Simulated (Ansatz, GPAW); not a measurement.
# butadiene-1,4-dithiol between two Pd chains: relaxation, then transmission at several levels, part 2 of 4

Aim: the conductance of butadiene-1,4-dithiol between two Pd chains after relaxation, and whether geometry, basis or functional moves it most.

GPAW 26.7.0 and Ansatz 0.2.0; Ansatz plane waves; relaxation of the junction with the lead ends held (the session's first sound run).

So far. Step 2 (Relaxing the atoms): The relaxation lowered the energy of the cell by 1.65 eV.

## Step 3: Plane-wave reference (PBE)

A plane-wave run comes first: its basis does not favour the atoms, so it serves as the reference for the orbital bases.

This step: Ansatz plane waves; Landauer transmission by layers, zero bias (Ansatz 0.2.0).

File input.yaml:

```yaml
crystal:
  lattice:
    - [11.0457445133, 0.0, 0.0]
    - [0.0, 9.0, 0.0]
    - [0.0, 0.0, 46.0645819109]
  atoms:
    - { symbol: Pd, position: [0.5, 0.5, 0.0271358156] }
    - { symbol: Pd, position: [0.5, 0.5, 0.0814074468] }
    - { symbol: Pd, position: [0.5, 0.5, 0.135679078] }
    - { symbol: Pd, position: [0.5, 0.5, 0.1899507091] }
    - { symbol: Pd, position: [0.5, 0.5, 0.2442223403] }
    - { symbol: Pd, position: [0.5, 0.5, 0.2984939715] }
    - { symbol: Pd, position: [0.4252577303, 0.5015203448, 0.3496715155] }
    - { symbol: Pd, position: [0.5226061975, 0.4992168354, 0.4010866013] }
    - { symbol: S, position: [0.3705991504, 0.4973629766, 0.4316886221] }
    - { symbol: H, position: [0.5888477256, 0.5001374471, 0.4735751864] }
    - { symbol: C, position: [0.3957934299, 0.4977178459, 0.467939729] }
    - { symbol: C, position: [0.5014163308, 0.4990247645, 0.4847458524] }
    - { symbol: H, position: [0.3096933141, 0.4966133849, 0.4798215171] }
    - { symbol: H, position: [0.6915317406, 0.501475922, 0.5201224688] }
    - { symbol: C, position: [0.499817607, 0.4990262278, 0.5151978945] }
    - { symbol: C, position: [0.605434182, 0.5003972785, 0.5320063915] }
    - { symbol: H, position: [0.4123845269, 0.4979350468, 0.5263675448] }
    - { symbol: S, position: [0.6306189733, 0.5007519414, 0.5682585763] }
    - { symbol: Pd, position: [0.4786862612, 0.4989318406, 0.5988816043] }
    - { symbol: Pd, position: [0.5753053955, 0.5037060819, 0.6503743779] }
    - { symbol: Pd, position: [0.5, 0.5, 0.7015060285] }
    - { symbol: Pd, position: [0.5, 0.5, 0.7557776597] }
    - { symbol: Pd, position: [0.5, 0.5, 0.8100492909] }
    - { symbol: Pd, position: [0.5, 0.5, 0.864320922] }
    - { symbol: Pd, position: [0.5, 0.5, 0.9185925532] }
    - { symbol: Pd, position: [0.5, 0.5, 0.9728641844] }
kpoints:
  mp_grid: { grid: [1, 1, 2] }
hamiltonian:
  xc: pbe
scf:
  occupations: { method: fermi_dirac, width: 0.1 }
output:
  transmission:
    leads: [[0, 1]]
    e_range: [-2, 2]
    de: 0.025
    kmesh: [1, 1]
    reduced_basis: true
  write_potential: true
  write_density: true
  volumetric_format: npy
```

Command:

```console
> ansatz run input.yaml --threads 4 --pin off --max-ram 8192MiB --backend cpu --events-out ev --progress --plain --runs-dir out
```

Numbers of over 12 decimals in the logs are rounded to 6 here.

Output:

```text
[...]
Crystal: 26 atoms, lattice volume = 4579.358 Å³
Basis set: ecut = 420 eV, 89475 PW (Γ)
Bands: 192, of which v1, the nominal top of the filled ones, is band 160 counted from 1 (159 counted from 0)
Symmetry: 1 space group operations
[...]
k-points: 2
[...]
SCF iter   1: F=—  HF=-114398.468734 eV  |F-HF|=—  |Δ(HF+E_count)|=         —  Δρ=4.15e-3  dr2=5.00e0  ethr=1.77e-3  ⟨swp⟩=12.0  Hψ=2138  notcnv=0  defer=6
[...]
SCF iter  13: F=-114398.186659 eV  HF=-114398.186659 eV  |F-HF|=2.49e-8  |Δ(HF+E_count)|=   3.37e-7  Δρ=1.02e-6  dr2=9.50e-8  ethr=3.13e-11  ⟨swp⟩=16.5  Hψ=1446  notcnv=0
SCF 1 converged in 13 iterations: F = -114398.186659 eV  dr2 = 9.50e-8
[...]
transmission: 58 of 348 steps passed
transmission: 116 of 348 steps passed
[...]
transmission: 348 of 348 steps passed
WARN: The input density's exchange-correlation potential varies sharply where the density is thin. Do not read a vacuum level from v_tot or v_xc, or from such a field of the output density. On a cell that repeats whose density bears no net charge and no dipole along the vacuum's axis use v_es (v_loc + v_h of the components); under efield.dipole_correction with no amplitude use v_es + v_field, which holds any external [...]
SCF converged after 13 iterations
the last check of whether an eigenvalue changes by more than its tolerance under the output density was not made (no_room)
Free energy (F): -114398.186659 eV
[...]
Internal energy: -114396.543188 eV  (E = F + TS)
E sigma→0 (E₀):  -114397.364923 eV
Entropy (-TS):   -1.643471 eV (-63.210 meV/atom)
Fermi energy:    -3.632106 eV
[...]
--- Band table (eV) ---
  k-point 0: bands = [... 156 lower, -3.7623, -3.7481, -3.6373, -3.6329, -3.6251, -3.6008, -3.5395, -3.5158, ... 28 higher]
  k-point 1: bands = [... 156 lower, -3.7637, -3.7480, -3.6463, -3.6326, -3.6242, -3.6009, -3.5287, -3.5159, ... 28 higher]
--- Transmission ---
  basis      : 871 plane waves across, 58 finite elements along
  points     : 1, standing for a mesh of 1 x 1
  filling    : by the input's occupations and mesh, since the crystals that have channels conduct as metals do. If one of these is a semiconductor, that mesh has misplaced its level
  energies   : 161 from -2.000000 to 2.000000 eV about the Fermi level, 0.025000 eV apart; the leads are filled to 0.000000 eV, and channels, transmission and decay are at 0.000000 eV
  crystal 0  : Pd1, at the sites [0, 1], period 2.5000 Å, over 30.00 Å; its Hamiltonian steps by up to 1.0 meV
    offset         : up to 0.0000 Å between an atom of the period and one for which it stands
    filled         : 10.5 meV under the level at which it is neutral
    channels       : 4.000000e0 a spin
    conductance    : 3.1086e14 S/m² at 300 K; may be off by some 0.0 % by where its bands' edges are placed, 0.1 % from the distance to neutral
  junction   : crystal 0 to crystal 0, 0.70 to 44.26 Å
    transmission   : 1.678480e-2 a spin
    error estimate : 9.083573e-6 a spin from the reduction of the transverse basis, at the most 9.721552e-4 at -0.525000 eV
    conductance    : 1.4738e12 S/m² at 300 K (1.4861e12 on every other energy)
    error estimate : 0.8 % from the energy spacing and 0.0 % from band edges of the leads and from resonances (wavevectors taken as independent; lower de), 0.1 % from the reduction of the transverse basis, 2.1 % from the steps of its leads' Hamiltonians or their offsets (lay more layers), 9.5 % from the distance to neutral
    resistance     : 6.7529e-1 Ω µm² beyond half of each lead's own
```

Run time: 5.2 min. Hardware: 4 threads of Arm Neoverse V1, shared host; peak memory 7 GiB.

Numbers from this step:

- free energy: -114398.1867 eV
- lead level: 0 eV from the Fermi level
- transmission at the Fermi level (one spin): 0.01678
- open channels of the lead at the Fermi level (one spin): 4
- step of the potential along the lead: 1 meV
- offset of the lead: 0 Å
- filling of the lead less its bulk value, in size: 10.5 meV
- conductance: 0.01891 G₀

One spin. The transmission, zone mean by energy, zero at the Fermi level:

| energy (eV) | transmission, zone mean |
| --- | --- |
| -2.000 | 0.0212 |
| -1.900 | 0.0309 |
| -1.825 | 0.539 |
| -1.800 | 0.121 |
| -1.700 | 0.0965 |
| -1.600 | 0.111 |
| -1.500 | 0.0717 |
| -1.400 | 0.0236 |
| -1.300 | 0.00705 |
| -1.200 | 0.00244 |
| -1.100 | 0.0277 |
| -1.050 | 0.258 |
| -1.000 | 0.0287 |
| -0.900 | 0.0148 |
| -0.800 | 0.0202 |
| -0.700 | 0.0317 |
| -0.600 | 0.0278 |
| -0.525 | 0.474 |
| -0.500 | 0.299 |
| -0.400 | 0.0420 |
| -0.300 | 0.00899 |
| -0.200 | 0.00694 |
| -0.100 | 0.00912 |
| 0.000 | 0.0168 |
| 0.100 | 0.0504 |
| 0.125 | 0.0857 |
| 0.200 | 3.2e-4 |
| 0.300 | 3.5e-4 |
| 0.400 | 3.5e-4 |
| 0.500 | 3.5e-4 |
| 0.600 | 3.5e-4 |
| 0.700 | 3.5e-4 |
| 0.800 | 3.4e-4 |
| 0.900 | 3.3e-4 |
| 1.000 | 3.2e-4 |
| 1.100 | 3.1e-4 |
| 1.200 | 3.0e-4 |
| 1.300 | 2.9e-4 |
| 1.400 | 2.8e-4 |
| 1.500 | 2.7e-4 |
| 1.600 | 2.5e-4 |
| 1.700 | 2.4e-4 |
| 1.800 | 2.2e-4 |
| 1.900 | 1.9e-4 |
| 2.000 | 1.5e-4 |

One spin. The open channels, zone mean by energy, zero at the Fermi level:

| energy (eV) | open channels, zone mean |
| --- | --- |
| -2.000 | 3 |
| -1.800 | 3 |
| -1.600 | 3 |
| -1.400 | 3 |
| -1.200 | 3 |
| -1.000 | 5 |
| -0.800 | 5 |
| -0.600 | 5 |
| -0.400 | 4 |
| -0.200 | 4 |
| 0.000 | 4 |
| 0.200 | 1 |
| 0.400 | 1 |
| 0.600 | 1 |
| 0.800 | 1 |
| 1.000 | 1 |
| 1.200 | 1 |
| 1.400 | 1 |
| 1.600 | 1 |
| 1.800 | 1 |
| 2.000 | 1 |

Crystal 0, spin -, k parallel (0, 0); distinct values, listed up to 1.5 1/Å. Table of Im kz of the slowest decaying states by energy, zero at the Fermi level:

| energy (eV) | decay 1 (Å⁻¹) | decay 2 (Å⁻¹) | decay 3 (Å⁻¹) | decay 4 (Å⁻¹) |
| --- | --- | --- | --- | --- |
| -2.000 | 0.728 | 0.817 | 0.818 | 1.32 |
| -1.800 | 0.679 | 0.726 | 0.727 | 1.30 |
| -1.600 | 0.611 | 0.611 | 0.624 | 1.28 |
| -1.400 | 0.447 | 0.448 | 0.565 | 1.26 |
| -1.200 | 0.00548 | 0.0211 | 0.497 | 1.24 |
| -1.000 | 0.418 | 1.22 | 1.26 | 1.26 |
| -0.800 | 0.320 | 1.20 | 1.24 | 1.24 |
| -0.600 | 0.173 | 1.18 | 1.22 | 1.22 |
| -0.400 | 0.401 | 0.401 | 1.16 | 1.20 |
| -0.200 | 0.555 | 0.555 | 1.14 | 1.17 |
| 0.000 | 0.658 | 1.12 | 1.15 | 1.16 |
| 0.200 | 0.0869 | 0.0879 | 0.101 | 0.736 |
| 0.400 | 0.177 | 0.178 | 0.225 | 0.799 |
| 0.600 | 0.228 | 0.228 | 0.301 | 0.851 |
| 0.800 | 0.263 | 0.263 | 0.361 | 0.895 |
| 1.000 | 0.288 | 0.289 | 0.411 | 0.933 |
| 1.200 | 0.306 | 0.307 | 0.454 | 0.967 |
| 1.400 | 0.319 | 0.320 | 0.492 | 0.960 |
| 1.600 | 0.326 | 0.327 | 0.525 | 0.938 |
| 1.800 | 0.327 | 0.330 | 0.554 | 0.915 |
| 2.000 | 0.324 | 0.327 | 0.581 | 0.888 |

Crystal 0, spin -, k parallel (0, 0). The Re kz of states that move upwards by energy, zero at the Fermi level:

| energy (eV) | channel 1 (Å⁻¹) | channel 2 (Å⁻¹) | channel 3 (Å⁻¹) | channel 4 (Å⁻¹) | channel 5 (Å⁻¹) |
| --- | --- | --- | --- | --- | --- |
| -2.000 | -0.781 | -0.780 | 0.603 | - | - |
| -1.800 | -0.710 | -0.710 | 0.637 | - | - |
| -1.600 | -0.646 | -0.646 | 0.672 | - | - |
| -1.400 | -0.585 | -0.585 | 0.707 | - | - |
| -1.200 | -0.527 | -0.527 | 0.744 | - | - |
| -1.000 | -0.470 | -0.469 | 0.493 | 0.494 | 0.783 |
| -0.800 | -0.413 | -0.412 | 0.757 | 0.757 | 0.826 |
| -0.600 | -0.355 | -0.354 | 0.873 | 1.12 | 1.12 |
| -0.400 | -0.293 | -0.293 | 0.204 | 0.927 | - |
| -0.200 | -0.226 | -0.225 | 0.335 | 0.993 | - |
| 0.000 | -0.141 | -0.140 | 0.425 | 1.08 | - |
| 0.200 | 0.497 | - | - | - | - |
| 0.400 | 0.557 | - | - | - | - |
| 0.600 | 0.609 | - | - | - | - |
| 0.800 | 0.655 | - | - | - | - |
| 1.000 | 0.695 | - | - | - | - |
| 1.200 | 0.732 | - | - | - | - |
| 1.400 | 0.765 | - | - | - | - |
| 1.600 | 0.796 | - | - | - | - |
| 1.800 | 0.825 | - | - | - | - |
| 2.000 | 0.853 | - | - | - | - |

The electrostatic potential energy of an electron (with the applied field's), less the Fermi level, planar mean oscillates, so the rows of the table below give means over windows of 2.45 Å about each position, cut where the curve ends. Its first 14 maxima inside the range that stand out by 2 % of the span (Å: eV): 2.4: 5.08, 5.0: 5.08, 7.5: 5.08, 9.9: 5.05, 12.5: 5.04, 15.0: 4.87, 17.3: 4.66, 19.3: 3.83, 20.9: 4.30, 23.0: 4.13, 25.2: 4.30, 26.8: 3.83, 28.8: 4.67, 31.1: 4.87. Its first 14 minima: 1.3: 3.76, 3.7: 3.75, 6.2: 3.76, 8.8: 3.74, 11.2: 3.72, 13.8: 3.68, 16.1: 3.54, 18.6: 3.35, 19.9: 3.69, 22.0: 3.08, 24.0: 3.08, 26.2: 3.69, 27.5: 3.35, 29.9: 3.54.

Table of electrostatic potential energy of an electron (with the applied field's), less the Fermi level, planar mean by z; means over each step:

| z (Å) | electrostatic potential energy of an electron (with the applied field's), less the Fermi level, planar mean (eV) |
| --- | --- |
| 1.23 | 4.46 |
| 3.68 | 4.46 |
| 6.12 | 4.46 |
| 8.58 | 4.44 |
| 11.03 | 4.43 |
| 13.47 | 4.38 |
| 15.93 | 4.23 |
| 18.38 | 3.89 |
| 20.83 | 3.75 |
| 23.28 | 3.51 |
| 25.73 | 3.87 |
| 28.18 | 4.02 |
| 30.63 | 4.24 |
| 33.08 | 4.42 |
| 35.53 | 4.44 |
| 37.98 | 4.46 |
| 40.43 | 4.47 |
| 42.88 | 4.47 |
| 45.33 | 4.29 |

The valence density, planar mean oscillates, so the rows of the table below give means over windows of 2.45 Å about each position, cut where the curve ends. Its first 14 maxima inside the range that stand out by 2 % of the span (Å: e/Å³): 1.3: 0.171, 3.7: 0.172, 6.2: 0.171, 8.8: 0.172, 11.2: 0.172, 13.8: 0.170, 16.1: 0.172, 18.4: 0.173, 21.9: 0.0698, 24.2: 0.0697, 27.6: 0.173, 29.9: 0.172, 32.2: 0.170, 34.8: 0.172. Its first 14 minima: 2.4: 0.0122, 5.0: 0.0122, 7.5: 0.0121, 9.9: 0.0123, 12.5: 0.0123, 15.0: 0.0144, 17.3: 0.0131, 20.9: 0.0260, 23.0: 0.0285, 25.2: 0.0260, 28.8: 0.0131, 31.1: 0.0144, 33.5: 0.0123, 36.1: 0.0123.

Table of valence density, planar mean by z; means over each step:

| z (Å) | valence density, planar mean (e/Å³) |
| --- | --- |
| 1.23 | 0.0737 |
| 3.68 | 0.0736 |
| 6.12 | 0.0737 |
| 8.58 | 0.0736 |
| 11.03 | 0.0736 |
| 13.47 | 0.0739 |
| 15.93 | 0.0747 |
| 18.38 | 0.0818 |
| 20.83 | 0.0409 |
| 23.28 | 0.0477 |
| 25.73 | 0.0384 |
| 28.18 | 0.0780 |
| 30.63 | 0.0771 |
| 33.08 | 0.0724 |
| 35.53 | 0.0724 |
| 37.98 | 0.0727 |
| 40.43 | 0.0729 |
| 42.88 | 0.0730 |
| 45.33 | 0.0927 |

The largest of the program's own error estimates on the conductance is 9.5 %. T at the Fermi level is 0.0168 of 4 open channels a spin.

(Part 2 of 4 ends here.)

[Logs are printed without paths, hosts, clocks, repeated set-up lines and the standing remarks that a program may print on its own settings, such as how far it seeks lower states.]

[Hosts, paths, dates, database ids (printed as entryN), source tags and the programs' standing remarks are cut or masked in the printed files.]
